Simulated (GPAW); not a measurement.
Wanted: an ASE script for a GPAW 26.7.0 run.

* Task: dielectric tensor
* Functional: GLLB-SC
* Potentials or basis: the program's PAW data sets (release 1.2.1) made for this functional
* Cutoff: 600 eV
* Basis: pw
* k mesh: 6 × 6 × 6
* Occupations: fermi-dirac, width 0.001 eV
* Spin: no spin polarisation
* Response ecut: 100 eV
* Maxiter: 150
* Response k mesh: 18 × 18 × 18
* Response bands: 24
* Kernels: ["RPA", "ALDA_X", "LR0.3"]
* Coarser k mesh: 13 × 13 × 13

The structure of MgTe lies in MgTe.cif:

```cif
data_MgTe
_cell_length_a 6.46399765
_cell_length_b 6.46399765
_cell_length_c 6.46399765
_cell_angle_alpha 90.00000000
_cell_angle_beta 90.00000000
_cell_angle_gamma 90.00000000
_space_group_name_H-M_alt 'F-43m'
_space_group_name_Hall 'F -4 2 3'
_space_group_IT_number 216
loop_
_space_group_symop_operation_xyz
'x,y,z'
'y,-x,-z'
'-x,-y,z'
'-y,x,-z'
'x,-y,-z'
'y,x,z'
'-x,y,-z'
'-y,-x,z'
'z,x,y'
'-z,y,-x'
'z,-x,-y'
'-z,-y,x'
'-z,x,-y'
'z,y,x'
'-z,-x,y'
'z,-y,-x'
'y,z,x'
'-x,-z,y'
'-y,z,-x'
'x,-z,-y'
'-y,-z,x'
'x,z,y'
'y,-z,-x'
'-x,z,-y'
'x,y+1/2,z+1/2'
'y,-x+1/2,-z+1/2'
'-x,-y+1/2,z+1/2'
'-y,x+1/2,-z+1/2'
'x,-y+1/2,-z+1/2'
'y,x+1/2,z+1/2'
'-x,y+1/2,-z+1/2'
'-y,-x+1/2,z+1/2'
'z,x+1/2,y+1/2'
'-z,y+1/2,-x+1/2'
'z,-x+1/2,-y+1/2'
'-z,-y+1/2,x+1/2'
'-z,x+1/2,-y+1/2'
'z,y+1/2,x+1/2'
'-z,-x+1/2,y+1/2'
'z,-y+1/2,-x+1/2'
'y,z+1/2,x+1/2'
'-x,-z+1/2,y+1/2'
'-y,z+1/2,-x+1/2'
'x,-z+1/2,-y+1/2'
'-y,-z+1/2,x+1/2'
'x,z+1/2,y+1/2'
'y,-z+1/2,-x+1/2'
'-x,z+1/2,-y+1/2'
'x+1/2,y,z+1/2'
'y+1/2,-x,-z+1/2'
'-x+1/2,-y,z+1/2'
'-y+1/2,x,-z+1/2'
'x+1/2,-y,-z+1/2'
'y+1/2,x,z+1/2'
'-x+1/2,y,-z+1/2'
'-y+1/2,-x,z+1/2'
'z+1/2,x,y+1/2'
'-z+1/2,y,-x+1/2'
'z+1/2,-x,-y+1/2'
'-z+1/2,-y,x+1/2'
'-z+1/2,x,-y+1/2'
'z+1/2,y,x+1/2'
'-z+1/2,-x,y+1/2'
'z+1/2,-y,-x+1/2'
'y+1/2,z,x+1/2'
'-x+1/2,-z,y+1/2'
'-y+1/2,z,-x+1/2'
'x+1/2,-z,-y+1/2'
'-y+1/2,-z,x+1/2'
'x+1/2,z,y+1/2'
'y+1/2,-z,-x+1/2'
'-x+1/2,z,-y+1/2'
'x+1/2,y+1/2,z'
'y+1/2,-x+1/2,-z'
'-x+1/2,-y+1/2,z'
'-y+1/2,x+1/2,-z'
'x+1/2,-y+1/2,-z'
'y+1/2,x+1/2,z'
'-x+1/2,y+1/2,-z'
'-y+1/2,-x+1/2,z'
'z+1/2,x+1/2,y'
'-z+1/2,y+1/2,-x'
'z+1/2,-x+1/2,-y'
'-z+1/2,-y+1/2,x'
'-z+1/2,x+1/2,-y'
'z+1/2,y+1/2,x'
'-z+1/2,-x+1/2,y'
'z+1/2,-y+1/2,-x'
'y+1/2,z+1/2,x'
'-x+1/2,-z+1/2,y'
'-y+1/2,z+1/2,-x'
'x+1/2,-z+1/2,-y'
'-y+1/2,-z+1/2,x'
'x+1/2,z+1/2,y'
'y+1/2,-z+1/2,-x'
'-x+1/2,z+1/2,-y'
loop_
_atom_site_label
_atom_site_type_symbol
_atom_site_symmetry_multiplicity
_atom_site_Wyckoff_symbol
_atom_site_fract_x
_atom_site_fract_y
_atom_site_fract_z
_atom_site_occupancy
Te1 Te 4 d 0.2500000000 0.2500000000 0.7500000000 1
Mg1 Mg 4 a 0.0000000000 0.0000000000 0.0000000000 1
```

The cell comes from a database or a generator and needn't be the stable form of this composition.

One way to write it, as run:

run.py

```python
import numpy as np
import spglib
from ase import Atoms
from ase.dft.bandgap import bandgap
from ase.io import read, write
from gpaw import GPAW, PW
from gpaw.response.df import DielectricFunction

atoms = read('MgTe.cif')
cell, positions, numbers = spglib.find_primitive(
    (atoms.cell[:], atoms.get_scaled_positions(), atoms.numbers), symprec=1e-4)
atoms = Atoms(numbers, cell=cell, scaled_positions=positions, pbc=True)

calc = GPAW(mode=PW(600),
            xc='GLLBSC',
            kpts={'size': (6, 6, 6), 'gamma': True},
            occupations={'name': 'fermi-dirac', 'width': 0.001},
            nbands=16,
            convergence={'density': 1e-06},
            maxiter=150,
            txt='gpaw.txt')
atoms.calc = calc
energy = atoms.get_potential_energy()
calc.write('gs.gpw')
write('result.traj', atoms)
print('Fermi level:', round(calc.get_fermi_level(), 4), 'eV')
print(f'Gap: {bandgap(calc)[0]:.4f} eV, direct: {bandgap(calc, direct=True)[0]:.4f} eV')

for size in [(13, 13, 13), (18, 18, 18)]:
    name = 'x'.join(str(n) for n in size)
    dense = calc.fixed_density(kpts={'size': size, 'gamma': True},
                               nbands=30, convergence={'bands': 24, 'eigenstates': 1e-7},
                               update_fermi_level=True, txt=f'dense-{name}.txt')
    dense.write(f'{name}.gpw', mode='all')
    df = DielectricFunction(f'{name}.gpw', frequencies=np.array([0.0]), hilbert=False, eta=0.001,
                            ecut=100, nbands=24, intraband=False, txt=f'df-{name}.txt')
    for xc in ['RPA', 'ALDA_X', 'LR0.3']:
        for direction in ['x', 'y', 'z', [0, 1, 1], [1, 0, 1], [1, 1, 0]]:
            e0, e = df.get_macroscopic_dielectric_constant(xc=xc, direction=direction)
            print(f'{name} {xc} {direction}: {e0:.4f} without, {e:.4f} with local fields')
```

Potentials or basis: the program's PAW data sets (release 1.2.1) made for this functional, pw.

The run is started by

```bash
$ OMP_NUM_THREADS=1 python run.py
```

It gave:

| Item | Value |
| --- | --- |
| Band gap on the k mesh, Kohn-Sham part alone | 3.06 eV, direct |
| Electronic dielectric tensor (diagonal) | 4.28 |

Caveat: a model potential gives levels but no total energy; the long-wavelength limit can be off by a per cent or two; response on these states lacks terms of the Hamiltonian; spin-orbit coupling is left out, which moves the levels of the heavy elements.

Wall time 7.4 min on 1 thread of Arm Neoverse V1, on a shared host, peak memory 1.8 GiB.
